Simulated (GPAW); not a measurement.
# Sb in GPAW: convergence with plane-wave cutoff (eV)

Input of the first run (plane-wave cutoff (eV) 200); the others differ in this setting and in those tied to it:

Contents of run.py:

```python
from ase import Atoms
from ase.dft.bandgap import bandgap
from ase.io import write
from ase.units import GPa
from gpaw import GPAW, PW

atoms = Atoms(['Sb', 'Sb'],
              cell=[[3.3545324186, 0.0, 0.0],
                    [-1.6772662093, 2.9051102923, 0.0],
                    [0.0, 0.0, 5.47016065]],
              scaled_positions=[[0.6666666667, 0.3333333333, 0.75],
                                [0.3333333333, 0.6666666667, 0.25]],
              pbc=True)

calc = GPAW(mode=PW(200),
            xc='PBE',
            kpts={'size': (7, 7, 4), 'gamma': True},
            occupations={'name': 'fermi-dirac', 'width': 0.05},
            nbands=25,
            convergence={'density': 1e-05, 'energy': 1e-05},
            maxiter=100,
            txt='gpaw.txt')
atoms.calc = calc
energy = atoms.get_potential_energy()
forces = atoms.get_forces()
stress = atoms.get_stress()
calc.write('gs.gpw')
write('result.traj', atoms)
print(f'Energy: {energy:.6f} eV')
print('Forces (eV/A):')
print(forces.round(4))
print('Stress (GPa):', (stress / GPa).round(3))
print('Fermi level:', round(calc.get_fermi_level(), 4), 'eV')
print(f'Gap: {bandgap(calc)[0]:.4f} eV, direct: {bandgap(calc, direct=True)[0]:.4f} eV')
```

Potentials or basis: GPAW PAW data sets (gpaw-data 1.2.1), pw.

Launch:

```bash
$ OMP_NUM_THREADS=1 python run.py
```

This isn't the form of Sb at room conditions, which is rhombohedral.

Hardware: 1 thread of Intel(R) Xeon(R) 6975P-C (Granite Rapids) (shared host).

Task: The values tried are 200, 250, 300, 350, 400, 500, 600, 800, 1000, loosest first. From which on does the energy stay within 1 meV/atom of the tightest run that finished?

Result: From 600 on.

```
plane-wave cutoff (eV)  energy less the tightest run, at zero smearing (meV/atom)  pressure (GPa)  SCF cycles  CPU time (s)  peak memory (GiB)
                   200                                                    1040.29           -3.66           8           3.2               0.12
                   250                                                     926.93           -2.47           9           4.1               0.13
                   300                                                     622.21           -6.69           8           4.5               0.13
                   350                                                     312.31           -5.47           8             5               0.13
                   400                                                     127.03           -2.56           9           5.8               0.14
                   500                                                      11.30            0.86           9           8.9               0.15
                   600                                                       0.72            1.47           9           8.9               0.16
                   800                                                       0.21            1.50           9            16               0.19
                  1000                                                       0.00            1.50           9            18               0.22
```

Against the tightest run, the pressure stays within 0.1 GPa from 600 on. The tightest run that finished is the yardstick and may itself not be fully converged.

Spin-orbit coupling is left out, which matters for the levels of Sb.
